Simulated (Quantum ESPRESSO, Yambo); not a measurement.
# SiC (P6_3mc): G0W0 in Yambo against the bands, part 2 of 2

How does the gap of SiC (P6_3mc) converge in the bands?

Yambo 5.3.0; PBE and many-body steps on it, plane waves. Known limits of the many-body steps: not at the basis limit; coarse k mesh.

So far. Step 4 (131 bands): Against the run before, the gap moves by +0.113 eV.

### Step 5. 234 bands

Level of this step: G0W0 on PBE, plane waves, norm-conserving pseudopotentials (Yambo).

Input file gw4.in:

```
HF_and_locXC
gw0
dyson
ppa
em1d
rim_cut
RandQpts= 1000000
RandGvec= 1 RL
EXXRLvcs= 74 Ry
VXCRLvcs= 296 Ry
Chimod= "HARTREE"
% BndsRnXp
 1 | 234 |
%
NGsBlkXp= 15.5 Ry
% LongDrXp
 1 | 1 | 1 |
%
% GbndRnge
 1 | 234 |
%
DysSolver= "n"
ExtendOut
PPAPntXp= 27.21138 eV
% QPkrange
 1 | 1 | 7 | 10 |
 7 | 7 | 7 | 10 |
 4 | 4 | 7 | 10 |
%
```

Started as:

```sh
> OMP_NUM_THREADS=1 mpirun -n 4 yambo -F gw4.in -J gw4 -C gw4 > gw4.log
```

The log of the run:

```text
 Yambo, version 5.3.0

 [02] CORE Variables Setup
 =========================

  [... cell, symmetries and grids as in the set-up ...]

  [02.05] Energies & Occupations
  ==============================

  [X] === General ===
  [X] Electronic Temperature                        :  0.000000  0.000000 [eV K]
  [X] Bosonic    Temperature                        :  0.000000  0.000000 [eV K]
  [X] Finite Temperature mode                       : no
  [X] El. density                                   :  0.38765E+24 [cm-3]
[...]
QP @ state[ 2 ] b range                          :   7  10
   QP @ state[ 3 ] K range                          :   7   7
   QP @ state[ 3 ] b range                          :   7  10
   GF energies kind                                 : Perdew, Burke & Ernzerhof(X)+Perdew, Burke & Ernzerhof(C)
   GF WF`s kind                                     : Perdew, Burke & Ernzerhof(X)+Perdew, Burke & Ernzerhof(C)
   Xs energies kind                                 : Perdew, Burke & Ernzerhof(X)+Perdew, Burke & Ernzerhof(C)
   Xs WF`s kind                                     : Perdew, Burke & Ernzerhof(X)+Perdew, Burke & Ernzerhof(C)

 [11] Game Over & Game summary
```

Wall time 2.8 min (4 MPI ranks of Arm Neoverse V1, shared host); peak memory 1.7 GiB.

This step gave:

```yaml
g0w0_gap_on_the_points_computed: 3.021 eV
starting_gap_on_the_mesh: 2.275 eV
k_of_the_valence_top: 0, 0, 0
k_of_the_conduction_bottom: 0.3333, 0.3333, 0
least_direct_g0w0_gap_on_the_computed_points: 5.254 eV
```

Against the run before, the gap moves by +0.074 eV.

### Step 6. 356 bands

gw5.in, as its differences from gw4.in of step 5:

```diff
@@ -12,3 +12,3 @@
 % BndsRnXp
- 1 | 234 |
+ 1 | 356 |
 %
@@ -19,3 +19,3 @@
 % GbndRnge
- 1 | 234 |
+ 1 | 356 |
 %
```

Started as:

```sh
> OMP_NUM_THREADS=1 mpirun -n 4 yambo -F gw5.in -J gw5 -C gw5 > gw5.log
```

The log of the run:

```text
 Yambo, version 5.3.0

 [02] CORE Variables Setup
 =========================

  [... cell, symmetries and grids as in the set-up ...]

  [02.05] Energies & Occupations
  ==============================

  [X] === General ===
  [X] Electronic Temperature                        :  0.000000  0.000000 [eV K]
  [X] Bosonic    Temperature                        :  0.000000  0.000000 [eV K]
  [X] Finite Temperature mode                       : no
  [X] El. density                                   :  0.38765E+24 [cm-3]
[...]
QP @ state[ 2 ] b range                          :   7  10
   QP @ state[ 3 ] K range                          :   7   7
   QP @ state[ 3 ] b range                          :   7  10
   GF energies kind                                 : Perdew, Burke & Ernzerhof(X)+Perdew, Burke & Ernzerhof(C)
   GF WF`s kind                                     : Perdew, Burke & Ernzerhof(X)+Perdew, Burke & Ernzerhof(C)
   Xs energies kind                                 : Perdew, Burke & Ernzerhof(X)+Perdew, Burke & Ernzerhof(C)
   Xs WF`s kind                                     : Perdew, Burke & Ernzerhof(X)+Perdew, Burke & Ernzerhof(C)

 [11] Game Over & Game summary
```

Run time: 4.2 min. Hardware: 4 MPI ranks; peak memory 2.1 GiB.

This step gave:

```
G0W0 gap on the points computed              : 3.050 eV
starting gap on the mesh                     : 2.275 eV
k of the valence top                         : 0, 0, 0
k of the conduction bottom                   : 0.3333, 0.3333, 0
least direct G0W0 gap on the computed points : 5.275 eV
```

Against the run before, the gap moves by +0.029 eV.

### Step 7. 495 bands

gw6.in, as its differences from gw5.in of step 6:

```diff
@@ -12,3 +12,3 @@
 % BndsRnXp
- 1 | 356 |
+ 1 | 495 |
 %
@@ -19,3 +19,3 @@
 % GbndRnge
- 1 | 356 |
+ 1 | 495 |
 %
```

Started as:

```sh
> OMP_NUM_THREADS=1 mpirun -n 4 yambo -F gw6.in -J gw6 -C gw6 > gw6.log
```

The log of the run:

```text
 Yambo, version 5.3.0

 [02] CORE Variables Setup
 =========================

  [... cell, symmetries and grids as in the set-up ...]

  [02.05] Energies & Occupations
  ==============================

  [X] === General ===
  [X] Electronic Temperature                        :  0.000000  0.000000 [eV K]
  [X] Bosonic    Temperature                        :  0.000000  0.000000 [eV K]
  [X] Finite Temperature mode                       : no
  [X] El. density                                   :  0.38765E+24 [cm-3]
[...]
QP @ state[ 2 ] b range                          :   7  10
   QP @ state[ 3 ] K range                          :   7   7
   QP @ state[ 3 ] b range                          :   7  10
   GF energies kind                                 : Perdew, Burke & Ernzerhof(X)+Perdew, Burke & Ernzerhof(C)
   GF WF`s kind                                     : Perdew, Burke & Ernzerhof(X)+Perdew, Burke & Ernzerhof(C)
   Xs energies kind                                 : Perdew, Burke & Ernzerhof(X)+Perdew, Burke & Ernzerhof(C)
   Xs WF`s kind                                     : Perdew, Burke & Ernzerhof(X)+Perdew, Burke & Ernzerhof(C)

 [11] Game Over & Game summary
```

The job ended after 5.9 min (4 MPI ranks; peak memory 2.6 GiB).

Numbers from this step:

| Property | Result |
| --- | --- |
| G0W0 gap on the points computed | 3.062 eV |
| starting gap on the mesh | 2.275 eV |
| k of the valence top | 0, 0, 0 |
| k of the conduction bottom | 0.3333, 0.3333, 0 |
| least direct G0W0 gap on the computed points | 5.283 eV |

Against the run before, the gap moves by +0.011 eV.

### Step 8. The runs together

Times are wall times on 4 MPI ranks of Arm Neoverse V1, shared host, good to a factor of about two.

| run | mesh | bands | screening cutoff (eV) | DFT gap (eV) | gap on the mesh (eV) | direct (eV) | time |
| --- | --- | --- | --- | --- | --- | --- | --- |
| 36 bands | 3×3×4 | 36 | 210.9 | 2.275 | 2.792 | 5.127 | 27 s |
| 68 bands | 3×3×4 | 68 | 210.9 | 2.275 | 2.834 | 5.129 | 51 s |
| 131 bands | 3×3×4 | 131 | 210.9 | 2.275 | 2.948 | 5.202 | 95 s |
| 234 bands | 3×3×4 | 234 | 210.9 | 2.275 | 3.021 | 5.254 | 2.8 min |
| 356 bands | 3×3×4 | 356 | 210.9 | 2.275 | 3.050 | 5.275 | 4.2 min |
| 495 bands | 3×3×4 | 495 | 210.9 | 2.275 | 3.062 | 5.283 | 5.9 min |

### Step 9. What came out

```
36 bands     : 2.792 eV
68 bands     : 2.834 eV
131 bands    : 2.948 eV
234 bands    : 3.021 eV
356 bands    : 3.050 eV
495 bands    : 3.062 eV
known limits : not at the basis limit; coarse k mesh
```

What this shows: The setting moved: bands. From 36 bands to 495 bands the gap moves by +0.27 eV, for 13 times the time. The last step still moves it by +0.011 eV. Bands and screening cutoff are coupled, so a series along one setting does not show full convergence. Bands and cutoff are finite, so the gap is not at the basis limit. The miss can reach some tenths of an eV and take either sign; the mesh is an error of its own. In the G0W0 runs levels were corrected at 3 k points alone, so a gap called «on the mesh» is the least over those, and an edge elsewhere would be missed. The 3×3×4 mesh is coarse for this cell, which bears on the long-range parts of exchange and screening.

[Paths, hosts, dates, memory and timing lines, banners, echoed tables and standing remarks are left out of the program output.]

[Logs are printed without paths, hosts, clocks, repeated set-up lines and the standing remarks that a program may print on its own settings, such as how far it seeks lower states.]

[Runs of the session that timed out or met a known fault of the program may be left out.]

[Hosts, paths, dates, database ids (printed as entryN), source tags and the programs' standing remarks are cut or masked in the printed files.]
